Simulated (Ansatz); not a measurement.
# Ni: which magnetic state does the SCF reach?

Aim: see which self-consistent states Ni reaches from different starts at one fixed geometry, and which of them is lowest. System: Ni, the measured crystal structure (space group Fm-3m, primitive cell doubled); the cell holds 2 atoms. Source: COD entry 2102245, which need not be the ambient phase.

Computed with Ansatz 0.2.0 (DFT LDA, PAW, plane waves, scalar-relativistic, unless a step's input says otherwise).

**1. The structure to begin with**

It takes space group Fm-3m (No. 225, cubic). The conventional cell has a = 3.562 Å, b = 3.562 Å, c = 3.562 Å, α = 90.00°, β = 90.00°, γ = 90.00°. Ni (site symmetry m-3m) is surrounded by 12 Ni at 2.52 Å.

As a file:

```cif
data_structure
_symmetry_space_group_name_H-M 'Fm-3m'
_symmetry_Int_Tables_number 225
_cell_length_a 3.5620
_cell_length_b 3.5620
_cell_length_c 3.5620
_cell_angle_alpha 90.000
_cell_angle_beta 90.000
_cell_angle_gamma 90.000
_cell_volume 45.19
loop_
_atom_site_label
_atom_site_type_symbol
_atom_site_symmetry_multiplicity
_atom_site_Wyckoff_symbol
_atom_site_fract_x
_atom_site_fract_y
_atom_site_fract_z
_atom_site_occupancy
Ni1 Ni 4 a 0.00000 0.00000 0.00000 1
```

In tables a label like Ni2 counts atoms in the order of input.yaml; a structure file may count by element.

Planned first: parallel moments, plain SCF; opposed moments +-, plain SCF; no spin polarisation; spin on, no moments given (the program may seed its own), plain SCF. Further starts follow from what these give.

“Plain SCF” means no search for lower states. Ends within 0.2 meV/atom and 0.1 μB count as one state.

Site moments are integrals over atomic spheres and don't add up to the total.

**2. Parallel moments, plain SCF**

input.yaml reads:

```yaml
crystal:
  lattice:
    - [-1.781, -3.562, -1.781]
    - [-1.781, 0.0, -1.781]
    - [1.781, 0.0, -1.781]
  atoms:
    - { symbol: Ni, position: [0.0, 0.0, 0.0], spin: 2.0 }
    - { symbol: Ni, position: [0.5, 0.0, 0.5], spin: 2.0 }
magnetization:
  spin_polarized: true
hamiltonian:
  xc: lda
  pseudopotentials: { kind: paw }
basis:
  ecutwfc: 420
kpoints:
  mp_grid: { grid: [8, 13, 11] }
scf:
  occupations: { method: gaussian, width: 0.1 }
  lower_state_search: "off"
output:
  forces: true
  stress: true
  write_density: true
  write_potential: true
  elf: true
  volumetric_format: npy
```

Launch:

```console
$ ansatz run input.yaml --threads 2 --pin off --max-ram 5120MiB --backend cpu --events-out ev --progress --plain --runs-dir out
```

What it wrote (excerpt; [...] marks lines left out):

```text
Warning: crystal.symmetry: narrowed to the stabiliser of the k-point mesh — unitary ops 32 → 8; excluded 24 operations that carry a point of the 8×13×11 mesh (shift [0, 0, 0]) off the mesh (the run samples exactly the mesh kpoints.mp_grid names, as under crystal.symmetry.detect: false, [...]
Pseudopotentials: kind: paw
Pseudopotential: Ni, paw, valence charge 18, recommended cutoff 420 eV (normal), Ni.paw.azcp
Functional definition: SPW92
[...]
Crystal: 2 atoms, lattice volume = 22.597 Å³
Basis set: ecut = 420 eV, 451 PW (Γ)
Bands: 24, of which v1, the nominal top of the filled ones, is band 18 counted from 1 (17 counted from 0)
Symmetry: 8 space group operations
k-points: 318 of 1144
[...]
Starting moments: Σ|m| = 4 μB on 2 of 2 sites
[...]
SCF iter   1: F=—  HF=-11546.025077 eV  |F-HF|=—  |Δ(HF+E_count)|=         —  Δρ=1.22e-1 (↑1.22e-1 ↓1.20e-1)  dr2=1.02e-2  dr2_m=3.03e0  M=1.866 μB ∫|m|=2.058 μB  β_m=0.30  ethr=2.83e-5  ⟨swp⟩=1.4  Hψ=76110  notcnv=0
[...]
spin-set hold released at iteration 1 (the charge has settled, or the pull on large starting moments outlasts its swing): the magnetisation degrees of freedom join the quasi-Newton model from the next iteration; the mixer history was flushed
[...]
SCF iter   9: F=-11546.563677 eV  HF=-11546.563677 eV  |F-HF|=8.19e-10  |Δ(HF+E_count)|=   2.30e-8  Δρ=6.91e-6 (↑2.70e-6 ↓6.91e-6)  dr2=2.60e-9  dr2_m=3.73e-9  M=1.243 μB ∫|m|=1.382 μB  ethr=2.78e-10  ⟨swp⟩=11.2  Hψ=93110  notcnv=0
[...]
SCF converged after 9 iterations
Magnetization: 1.2432 μB (18.6216 up, 17.3784 down)
Absolute magnetization: 1.3837 μB (∫|ρ↑−ρ↓|, with the PAW one-centre terms)
Spin contamination: 0.0096 ħ² per cell (⟨S²⟩ above its minimum at these occupations)
Per-site moments (μB) at R_I (Å): [(0.6517640644465735, 1.0389696712669239), (0.6517640644465732, 1.0389696712669239)]
Free energy (F): -11546.563677 eV
[...]
E sigma→0 (E₀):  -11546.554346 eV
Entropy (-TS):   -0.018662 eV (-9.331 meV/atom)
Fermi energy:    16.865261 eV
[...]
--- Forces (eV/Å), atoms counted from 1 ---
  atom   1  Ni     0.00000000     0.00000000    -0.00000000
  atom   2  Ni     0.00000000    -0.00000000    -0.00000000
[...]
--- Stress (GPa, compression-positive) ---
      -22.852381      -0.014176       0.016829
       -0.014175     -22.686871      -0.014175
        0.016829      -0.014176     -22.852381
  P = ⅓ Tr σ = -22.7972 GPa (-227.972 kbar)
--- Band table (eV; the first three rows and the last of 636) ---
  k-point 0 ↑: bands = ["-85.8628", "-85.8236", "-46.7445", "-46.6306", "-46.6303", "-46.5598", "-46.5572", "-46.5568", "8.0134", "12.4028", "12.8620", "14.5526", "14.5528", "14.5549", "15.6559", "15.6580", "16.3418", "16.4455", "16.4457", "19.1961", "25.7016", "31.1972", "31.1973", "36.0060"]
[...]
```

Run time: 7.2 s. Hardware: 2 threads of Intel Xeon 6975P-C (Granite Rapids), shared host; peak memory 0.57 GiB.

End: ferromagnetic, site moments Ni1 0.65, Ni2 0.65 μB, total 1.24 μB per cell, no gap on the k-mesh.

The maps below are laid out on this run's own conventional cell (a, b, c = 3.562, 3.562, 3.562 Å).

Density in a lattice plane of the grid's cell (edges 3.56 and 3.56 Å, at 0.000 of the third edge), which holds Ni. It is the smooth density of the valence electrons, not physical close to the nuclei.

Values in e/Å³, 12 rows by 12 columns:
```
28.94 14.57  2.55  0.57  0.24  0.19  0.18  0.19  0.24  0.57  2.55 14.58
 4.17  2.55  0.80  0.37  0.25  0.24  0.25  0.24  0.25  0.37  0.80  2.55
 0.74  0.57  0.37  0.32  0.37  0.57  0.74  0.57  0.37  0.32  0.37  0.57
 0.25  0.24  0.25  0.37  0.80  2.55  4.17  2.55  0.80  0.37  0.25  0.24
 0.18  0.19  0.24  0.57  2.55 14.57 28.94 14.58  2.55  0.57  0.24  0.19
 0.16  0.18  0.25  0.74  4.17 28.94 60.53 28.94  4.17  0.74  0.25  0.18
 0.18  0.19  0.24  0.57  2.55 14.58 28.94 14.57  2.55  0.57  0.24  0.19
 0.25  0.24  0.25  0.37  0.80  2.55  4.17  2.55  0.80  0.37  0.25  0.24
 0.74  0.57  0.37  0.32  0.37  0.57  0.74  0.57  0.37  0.32  0.37  0.57
 4.17  2.55  0.80  0.37  0.25  0.24  0.25  0.24  0.25  0.37  0.80  2.55
28.94 14.58  2.55  0.57  0.24  0.19  0.18  0.19  0.24  0.57  2.55 14.57
60.53 28.94  4.17  0.74  0.25  0.18  0.16  0.18  0.25  0.74  4.17 28.94
```
Columns run along the first of these edges and rows up along the second, over one cell in 12 and 12 even steps from the bottom left corner. Atoms in the plane (fractional): Ni at (0.00, 0.00), Ni at (0.50, 0.50).

Spin density (up less down) in a lattice plane of the grid's cell (edges 3.56 and 3.56 Å, at 0.000 of the third edge), which holds Ni.

Ten even steps from ' ' (-0.01 e/Å³) to '@' (2.77 e/Å³):
```
##++--..                                  ..--++
--::..                                      ..::
                                                
                                                
                                                
                                                
                                                
                    ..::--::..                  
                  ..--++##++--..                
                  ..==##@@##==..                
                  ..--++##++--..                
                    ..::--::..                  
                                                
                                                
                                                
                                                
                                                
--::..                                      ..::
##++--..                                  ..--++
@@##==..                                  ..==##
```
Columns run along the first of these edges and rows up along the second, over one cell in 24 and 20 even steps from the bottom left corner. Atoms in the plane (fractional): Ni at (0.00, 0.00), Ni at (0.50, 0.50).

**3. Opposed moments +-, plain SCF**

Edit input.yaml of step 2 so:

```diff
@@ -7,3 +7,3 @@
     - { symbol: Ni, position: [0.0, 0.0, 0.0], spin: 2.0 }
-    - { symbol: Ni, position: [0.5, 0.0, 0.5], spin: 2.0 }
+    - { symbol: Ni, position: [0.5, 0.0, 0.5], spin: -2.0 }
 magnetization:
```

Launch:

```console
$ ansatz run input.yaml --threads 2 --pin off --max-ram 5120MiB --backend cpu --events-out ev --progress --plain --runs-dir out
```

What it wrote (excerpt; [...] marks lines left out):

```text
Warning: crystal.symmetry: narrowed to the stabiliser of the k-point mesh — unitary ops 16 → 4; excluded 12 operations that carry a point of the 8×13×11 mesh (shift [0, 0, 0]) off the mesh (the run samples exactly the mesh kpoints.mp_grid names, as under crystal.symmetry.detect: false, [...]
[... 9 lines as in an earlier run ...]
Symmetry: 4 space group operations
[... 6 lines as in an earlier run ...]
Starting moments: Σ|m| = 4 μB on 2 of 2 sites
[... 2 lines as in an earlier run ...]
spin-down is spin-up translated by (0.5, 0, 0.5): one eigenproblem is solved per k-point and the antiferromagnetic symmetry of the starting moments is kept exactly by this SCF (crystal.symmetry.spin_inversion_symmetry: false solves both channels; [...]
SCF iter   1: F=—  HF=-11545.636326 eV  |F-HF|=—  |Δ(HF+E_count)|=         —  Δρ=1.48e-1 (↑1.48e-1 ↓1.48e-1)  dr2=1.81e-2  dr2_m=4.51e0  M=0.000 μB ∫|m|=1.718 μB  β_m=0.30  ethr=5.03e-5  ⟨swp⟩=1.3  Hψ=38310  notcnv=0
[...]
[... 1 line as in an earlier run ...]
[...]
SCF iter  17: F=-11546.465913 eV  HF=-11546.465913 eV  |F-HF|=3.27e-11  |Δ(HF+E_count)|=   1.65e-9  Δρ=4.46e-7 (↑4.46e-7 ↓4.46e-7)  dr2=3.36e-11  dr2_m=1.35e-11  M=0.000 μB ∫|m|=0.000 μB  ethr=1.03e-12  ⟨swp⟩=4.2  Hψ=40026  notcnv=0
WARN: the starting moments were not kept: the SCF closed with an absolute magnetisation of 3.0e-5 μB, where they sum to 4 μB in size (2 sites). That is at most 0.1 of that sum. Measured as dr2_m measures the in/out step, that magnetisation stands 1.3e-9 eV from none, at or under the [...]
SCF converged after 17 iterations
Magnetization: 0.0000 μB (18.0000 up, 18.0000 down)
Absolute magnetization: 0.0000 μB (∫|ρ↑−ρ↓|, with the PAW one-centre terms)
Spin contamination: 0.0000 ħ² per cell (⟨S²⟩ above its minimum at these occupations)
Per-site moments (μB) at R_I (Å): [(1.5114279454674038e-5, 1.0389696712669239), (-1.5114279454674041e-5, 1.0389696712669239)]
Free energy (F): -11546.465913 eV
[...]
E sigma→0 (E₀):  -11546.444777 eV
Entropy (-TS):   -0.042272 eV (-21.136 meV/atom)
Fermi energy:    16.684450 eV
[...]
--- Forces (eV/Å), atoms counted from 1 ---
  atom   1  Ni     0.00000000     0.00000000     0.00000000
  atom   2  Ni     0.00000000     0.00000000    -0.00000000
[...]
--- Stress (GPa, compression-positive) ---
      -23.610434      -0.007484      -0.094647
       -0.007484     -23.666083      -0.007484
       -0.094647      -0.007484     -23.610434
  P = ⅓ Tr σ = -23.6290 GPa (-236.290 kbar)
--- Band table (eV; the first three rows and the last of 636) ---
[... band rows left out ...]
[...]
```

Run time: 7.7 s. Hardware: 2 threads of Intel Xeon 6975P-C (Granite Rapids), shared host; peak memory 0.54 GiB.

End: non-magnetic, no gap on the k-mesh. Against step 2, the lowest until now, it is 48.9 meV/atom higher.

The maps below are laid out on this run's own conventional cell (a, b, c = 3.562, 3.562, 3.562 Å).

Density in a lattice plane of the grid's cell (edges 3.56 and 3.56 Å, at 0.000 of the third edge), which holds Ni.

Values in e/Å³, 12 rows by 12 columns:
```
28.94 14.57  2.55  0.57  0.24  0.19  0.18  0.19  0.24  0.57  2.55 14.58
 4.17  2.55  0.80  0.37  0.25  0.24  0.25  0.24  0.25  0.37  0.80  2.55
 0.74  0.57  0.37  0.32  0.37  0.57  0.74  0.57  0.37  0.32  0.37  0.57
 0.25  0.24  0.25  0.37  0.80  2.55  4.17  2.55  0.80  0.37  0.25  0.24
 0.18  0.19  0.24  0.57  2.55 14.57 28.94 14.58  2.55  0.57  0.24  0.19
 0.16  0.18  0.25  0.74  4.17 28.94 60.53 28.94  4.17  0.74  0.25  0.18
 0.18  0.19  0.24  0.57  2.55 14.58 28.94 14.57  2.55  0.57  0.24  0.19
 0.25  0.24  0.25  0.37  0.80  2.55  4.17  2.55  0.80  0.37  0.25  0.24
 0.74  0.57  0.37  0.32  0.37  0.57  0.74  0.57  0.37  0.32  0.37  0.57
 4.17  2.55  0.80  0.37  0.25  0.24  0.25  0.24  0.25  0.37  0.80  2.55
28.94 14.58  2.55  0.57  0.24  0.19  0.18  0.19  0.24  0.57  2.55 14.57
60.53 28.94  4.17  0.74  0.25  0.18  0.16  0.18  0.25  0.74  4.17 28.94
```
Columns run along the first of these edges and rows up along the second, over one cell in 12 and 12 even steps from the bottom left corner. Atoms in the plane (fractional): Ni at (0.00, 0.00), Ni at (0.50, 0.50).

ELF in the same plane.

Ten even steps from '0' (0.17) to '9' (0.73):
```
875321000011111000012357
553210000111011100001235
322100001100000110000122
110000010000000001000001
000000000000000000000000
000001000001110000010000
000110000122322100001100
011100001235553210000111
111000012357875321000011
110000012468986421000001
111000012357875321000011
011100001235553210000111
000110000122322100001100
000001000001110000010000
000000000000000000000000
110000010000000001000001
322100001100000110000122
553210000111011100001235
875321000011111000012357
986421000001110000012468
```
Columns run along the first of these edges and rows up along the second, over one cell in 24 and 20 even steps from the bottom left corner. Atoms in the plane (fractional): Ni at (0.00, 0.00), Ni at (0.50, 0.50).

Both are smooth fields of the valence electrons: close to the nuclei they are not physical.

**4. No spin polarisation**

input.yaml reads:

```yaml
crystal:
  lattice:
    - [-1.781, -3.562, -1.781]
    - [-1.781, 0.0, -1.781]
    - [1.781, 0.0, -1.781]
  atoms:
    - { symbol: Ni, position: [0.0, 0.0, 0.0] }
    - { symbol: Ni, position: [0.5, 0.0, 0.5] }
hamiltonian:
  xc: lda
  pseudopotentials: { kind: paw }
basis:
  ecutwfc: 420
kpoints:
  mp_grid: { grid: [8, 13, 11] }
scf:
  occupations: { method: gaussian, width: 0.1 }
  lower_state_search: "off"
output:
  forces: true
  stress: true
```

Launch:

```console
$ ansatz run input.yaml --threads 2 --pin off --max-ram 5120MiB --backend cpu --events-out ev --progress --plain --runs-dir out
```

What it wrote (excerpt; [...] marks lines left out):

```text
[... 9 lines as in an earlier run ...]
Bands: 22, of which v1, the nominal top of the filled ones, is band 18 counted from 1 (17 counted from 0)
[... 6 lines as in an earlier run ...]
[...]
[... 2 lines as in an earlier run ...]
SCF iter   1: F=—  HF=-11546.481370 eV  |F-HF|=—  |Δ(HF+E_count)|=         —  Δρ=2.77e-2  dr2=7.95e-2  ethr=1.77e-3  ⟨swp⟩=4.4  Hψ=25313  notcnv=0
[...]
SCF iter   6: F=-11546.465913 eV  HF=-11546.465913 eV  |F-HF|=5.43e-9  |Δ(HF+E_count)|=   1.08e-7  Δρ=1.36e-5  dr2=1.11e-8  ethr=2.78e-10  ⟨swp⟩=4.3  Hψ=25972  notcnv=0
[...]
SCF converged after 6 iterations
Free energy (F): -11546.465913 eV
[...]
E sigma→0 (E₀):  -11546.444777 eV
Entropy (-TS):   -0.042272 eV (-21.136 meV/atom)
Fermi energy:    16.684430 eV
[... 25 lines left out: energy terms, forces, stress ...]
```

It took 2.1 s on 2 threads of Intel Xeon 6975P-C (Granite Rapids), shared host; peak memory 0.43 GiB.

This is the state of step 3 again (non-magnetic), after 6 iterations.

**5. Spin on, no moments given (the program may seed its own), plain SCF**

Edit input.yaml of step 4 so:

```diff
@@ -21 +21,7 @@
   stress: true
+  write_density: true
+  write_potential: true
+  elf: true
+  volumetric_format: npy
+magnetization:
+  spin_polarized: true
```

Launch:

```console
$ ansatz run input.yaml --threads 2 --pin off --max-ram 5120MiB --backend cpu --events-out ev --progress --plain --runs-dir out
```

What it wrote (excerpt; [...] marks lines left out):

```text
[... 1 line as in an earlier run ...]
band count auto-derived: 24 (N_el = 36.0; filled up to band 18; 22 by the electrons, moments and atoms)
[... 18 lines as in an earlier run ...]
[...]
SCF iter   1: F=—  HF=-11545.152214 eV  |F-HF|=—  |Δ(HF+E_count)|=         —  Δρ=1.88e-1 (↑1.69e-1 ↓1.88e-1)  dr2=6.29e-2  dr2_m=6.56e0  M=2.600 μB ∫|m|=2.600 μB  ethr=1.42e-4  ⟨swp⟩=1.3  Hψ=37955  notcnv=0
[...]
SCF iter  11: F=-11546.563677 eV  HF=-11546.563677 eV  |F-HF|=5.91e-10  |Δ(HF+E_count)|=  7.46e-11  Δρ=5.19e-6 (↑5.19e-6 ↓4.04e-6)  dr2=3.60e-10  dr2_m=4.20e-9  M=1.243 μB ∫|m|=1.382 μB  ethr=9.94e-11  ⟨swp⟩=5.7  Hψ=80978  notcnv=0
[...]
SCF converged after 11 iterations
Magnetization: 1.2432 μB (18.6216 up, 17.3784 down)
Absolute magnetization: 1.3837 μB (∫|ρ↑−ρ↓|, with the PAW one-centre terms)
Spin contamination: 0.0096 ħ² per cell (⟨S²⟩ above its minimum at these occupations)
Per-site moments (μB) at R_I (Å): [(0.6517478961817208, 1.0389696712669239), (0.6517478961817207, 1.0389696712669239)]
Free energy (F): -11546.563677 eV
[...]
E sigma→0 (E₀):  -11546.554346 eV
Entropy (-TS):   -0.018662 eV (-9.331 meV/atom)
Fermi energy:    16.865242 eV
[... 30 lines left out: energy terms, forces, stress, bands ...]
```

It took 8.1 s on 2 threads of Intel Xeon 6975P-C (Granite Rapids), shared host; peak memory 0.57 GiB.

The run ends in the same state as step 2 (ferromagnetic); it took 11 iterations.

**6. Parallel moments scaled by 0.1, plain SCF**

Edit input.yaml of step 5 so:

```diff
@@ -6,4 +6,6 @@
   atoms:
-    - { symbol: Ni, position: [0.0, 0.0, 0.0] }
-    - { symbol: Ni, position: [0.5, 0.0, 0.5] }
+    - { symbol: Ni, position: [0.0, 0.0, 0.0], spin: 0.2 }
+    - { symbol: Ni, position: [0.5, 0.0, 0.5], spin: 0.2 }
+magnetization:
+  spin_polarized: true
 hamiltonian:
@@ -25,3 +27 @@
   volumetric_format: npy
-magnetization:
-  spin_polarized: true
```

Launch:

```console
$ ansatz run input.yaml --threads 2 --pin off --max-ram 5120MiB --backend cpu --events-out ev --progress --plain --runs-dir out
```

What it wrote (excerpt; [...] marks lines left out):

```text
[... 9 lines as in an earlier run ...]
Bands: 23, of which v1, the nominal top of the filled ones, is band 18 counted from 1 (17 counted from 0)
[... 7 lines as in an earlier run ...]
Starting moments: Σ|m| = 0.4 μB on 2 of 2 sites
[... 2 lines as in an earlier run ...]
[...]
SCF iter   1: F=—  HF=-11546.483036 eV  |F-HF|=—  |Δ(HF+E_count)|=         —  Δρ=3.60e-2 (↑3.60e-2 ↓2.27e-2)  dr2=4.97e-2  dr2_m=1.55e-1  M=0.682 μB ∫|m|=0.693 μB  β_m=1.00  ethr=1.39e-4  ⟨swp⟩=1.0  Hψ=72422  notcnv=0
[...]
spin-set hold released at iteration 6 (site moments contracting): the magnetisation degrees of freedom join the quasi-Newton model from the next iteration; the mixer history was flushed
[...]
SCF iter  13: F=-11546.563677 eV  HF=-11546.563677 eV  |F-HF|=1.30e-9  |Δ(HF+E_count)|=   5.22e-9  Δρ=3.69e-6 (↑1.56e-6 ↓3.69e-6)  dr2=2.47e-9  dr2_m=6.58e-10  M=1.243 μB ∫|m|=1.382 μB  ethr=5.61e-11  ⟨swp⟩=5.2  Hψ=80447  notcnv=0
[...]
SCF converged after 13 iterations
Magnetization: 1.2432 μB (18.6216 up, 17.3784 down)
Absolute magnetization: 1.3837 μB (∫|ρ↑−ρ↓|, with the PAW one-centre terms)
Spin contamination: 0.0096 ħ² per cell (⟨S²⟩ above its minimum at these occupations)
Per-site moments (μB) at R_I (Å): [(0.6517532002789918, 1.0389696712669239), (0.6517532002789914, 1.0389696712669239)]
Free energy (F): -11546.563677 eV
[...]
E sigma→0 (E₀):  -11546.554346 eV
Entropy (-TS):   -0.018662 eV (-9.331 meV/atom)
Fermi energy:    16.865289 eV
[... 30 lines left out: energy terms, forces, stress, bands ...]
```

It took 9.3 s on 2 threads of Intel Xeon 6975P-C (Granite Rapids), shared host; peak memory 0.54 GiB.

Nothing new: the 13 iterations lead to the state found in step 2 (ferromagnetic).

**7. Moments ++ scaled by 0.5, plain SCF**

Edit input.yaml of step 6 so:

```diff
@@ -6,4 +6,4 @@
   atoms:
-    - { symbol: Ni, position: [0.0, 0.0, 0.0], spin: 0.2 }
-    - { symbol: Ni, position: [0.5, 0.0, 0.5], spin: 0.2 }
+    - { symbol: Ni, position: [0.0, 0.0, 0.0], spin: 1.0 }
+    - { symbol: Ni, position: [0.5, 0.0, 0.5], spin: 1.0 }
 magnetization:
```

Launch:

```console
$ ansatz run input.yaml --threads 2 --pin off --max-ram 5120MiB --backend cpu --events-out ev --progress --plain --runs-dir out
```

What it wrote (excerpt; [...] marks lines left out):

```text
[... 17 lines as in an earlier run ...]
Starting moments: Σ|m| = 2 μB on 2 of 2 sites
[... 2 lines as in an earlier run ...]
[...]
SCF iter   1: F=—  HF=-11546.501498 eV  |F-HF|=—  |Δ(HF+E_count)|=         —  Δρ=3.20e-2 (↑2.01e-2 ↓3.20e-2)  dr2=2.77e-2  dr2_m=1.26e-1  M=1.360 μB ∫|m|=1.450 μB  β_m=0.30  ethr=7.72e-5  ⟨swp⟩=1.0  Hψ=72451  notcnv=0
[...]
spin-set hold released at iteration 7 (site moments contracting): the magnetisation degrees of freedom join the quasi-Newton model from the next iteration; the mixer history was flushed
[...]
SCF iter  13: F=-11546.563677 eV  HF=-11546.563677 eV  |F-HF|=1.67e-9  |Δ(HF+E_count)|=   1.79e-8  Δρ=4.57e-6 (↑2.05e-6 ↓4.57e-6)  dr2=1.83e-9  dr2_m=7.81e-10  M=1.243 μB ∫|m|=1.382 μB  ethr=2.97e-11  ⟨swp⟩=5.2  Hψ=78339  notcnv=0
[...]
SCF converged after 13 iterations
Magnetization: 1.2432 μB (18.6216 up, 17.3784 down)
Absolute magnetization: 1.3837 μB (∫|ρ↑−ρ↓|, with the PAW one-centre terms)
Spin contamination: 0.0096 ħ² per cell (⟨S²⟩ above its minimum at these occupations)
Per-site moments (μB) at R_I (Å): [(0.6517583957605714, 1.0389696712669239), (0.6517583957605712, 1.0389696712669239)]
Free energy (F): -11546.563677 eV
[...]
E sigma→0 (E₀):  -11546.554346 eV
Entropy (-TS):   -0.018662 eV (-9.331 meV/atom)
Fermi energy:    16.865280 eV
[... 30 lines left out: energy terms, forces, stress, bands ...]
```

Wall time 9.4 s (2 threads of Intel Xeon 6975P-C (Granite Rapids), shared host); peak memory 0.55 GiB.

The run ends in the same state as step 2 (ferromagnetic); it took 13 iterations.

[end of part 1 of 2]
